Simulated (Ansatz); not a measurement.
Runs of Ansatz 0.2.0 on TePt. The structure is trigonal, space group R-3m (No. 166). The conventional cell has a = 3.963 Å, b = 3.963 Å, c = 19.983 Å, α = 90.00°, β = 90.00°, γ = 120.00°. Pt (site symmetry 3m) is surrounded by 3 Te at 2.59 Å and 3 Pt at 2.72 Å. Te (site symmetry 3m) is surrounded by 3 Pt at 2.59 Å. 

```csv
task,level,U,k mesh,cutoff (eV),smearing,basis error allowed,mesh quality,gap on the mesh (eV),pressure (GPa),V0 of scaled cells (Å³/atom),B0 (GPa),largest force (eV/Å)
band structure,PBEsol,-,6 × 6 × 6,288,fermi-dirac 0.05 eV,0.002 eV/atom,coarse,-,-0.2,-,-,0.23
equation of state,PBEsol,-,8 × 8 × 8,-,fermi-dirac 0.05 eV,0.001 eV/atom,not flagged,-,-,22.59,132,-
equation of state,LDA,-,8 × 8 × 8,-,fermi-dirac 0.05 eV,0.002 eV/atom,not flagged,-,-,22.17,140,-
band structure,LDA,-,8 × 8 × 8,288,fermi-dirac 0.05 eV,0.002 eV/atom,not flagged,-,(b),-,-,0.21
density of states,PBEsol+U,Pt d U = 2 eV,8 × 8 × 8,288,fermi-dirac 0.05 eV,0.002 eV/atom,not flagged,none,-0.4,-,-,0.18
density of states,PBEsol+U,Pt d U = 6 eV,8 × 8 × 8,288,fermi-dirac 0.05 eV,0.002 eV/atom,not flagged,none,-0.1,-,-,(a)
phonons,PBEsol,-,8 × 8 × 8,310,fermi-dirac 0.05 eV,0.002 eV/atom,not flagged,none,-,-,-,0.19
single point,PBEsol,-,5 × 5 × 5,288,fermi-dirac 0.03 eV,0.002 eV/atom,coarse,none,-0.4,-,-,0.21
```

Alike in all rows: potentials or basis all-electron LAPW, scalar-relativistic; no spin polarisation; cell as given.

Estimate the missing entries.

(a) 0.17; (b) -2.8.

Caveats: some runs use coarse meshes; the k mesh is thin for a metal, which can move the energy by tens of meV per atom (some runs); the cell was scaled at fixed shape and fractional positions, which overstates the stiffness of a crystal with free parameters, most of all of layers and chains (some runs); U is the effective U less J, on atomic orbitals that reach past the spheres (some runs); U without spin polarisation on a metal has little footing (some runs); the U is typed as a test and isn't derived for this compound (some runs); a metal's response needs a denser mesh (some runs).

A k mesh can miss the band edges, and the runs leave out spin-orbit coupling on Pt, Te.

A gap of «none» marks a metal or a gap under the smearing width.

Not every run made on this cell is shown here.
